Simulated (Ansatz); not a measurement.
The system is BaTiO3.

```
CELL_PARAMETERS angstrom
4.00730 0.00000 0.00000
0.00000 4.00730 0.00000
0.00000 0.00000 4.00730
ATOMIC_POSITIONS crystal
Ba 0.50903 0.45529 0.50668
Ti 0.94374 0.06998 0.95431
O 0.52053 0.00683 0.05543
O 0.01265 0.49197 0.05272
O 0.01405 0.97593 0.43085
```

```yaml
Program: Ansatz 0.2.0
Task: relaxation of cell and atoms
Functional: PBE
Potentials_or_basis: Ansatz PAW
Cutoff: "420 eV (not typed: the program's choice for these potentials)"
k_mesh: 7 × 7 × 7
Occupations: fermi-dirac, width 0.05 eV
Spin: no spin polarisation
```

At the start: volume 12.87 Å³/atom.

Task: How do energy, volume and symmetry change on relaxing?

Result: It ends after 13 steps and the volume is 13.38 Å³/atom (+4.0 %); space group R3m (No. 160, to 0.05 Å).

Step by step:
```tsv
step	energy change (eV)	largest force (eV/Å)	volume (Å³)
1	0.0000	4.3010	64.35
2	-1.7391	1.3257	67.51
3	-1.9796	0.2361	67.01
4	-1.9888	0.1206	66.77
5	-1.9907	0.0421	66.65
6	-1.9910	0.0238	66.68
7	-1.9910	0.0126	66.71
8	-1.9911	0.0200	66.72
9	-1.9942	0.0142	66.78
10	-1.9944	0.0008	66.75
11	-2.0041	0.0008	66.75
12	-2.0037	0.0012	66.91
13	-2.0043	0.0012	66.91
```

Final structure:
```
Ba Ti O
1.0
     4.06010   -0.01058   -0.01057
    -0.01058    4.05971    0.01054
    -0.01057    0.01054    4.05962
Ba Ti O
1 1 3
Cartesian
  1.9819 2.0673 2.0672
  3.9537 0.0956 4.1447
  2.1033 -0.0353 -0.0353
  0.0248 1.9567 -0.0248
  0.0142 4.0349 1.9673
```

Caveat: the plane-wave basis is chosen anew once the cell has moved, so the energies of steps on either side of that aren't comparable; the pressure holds a Pulay correction of +0.5 GPa for the finite cutoff.
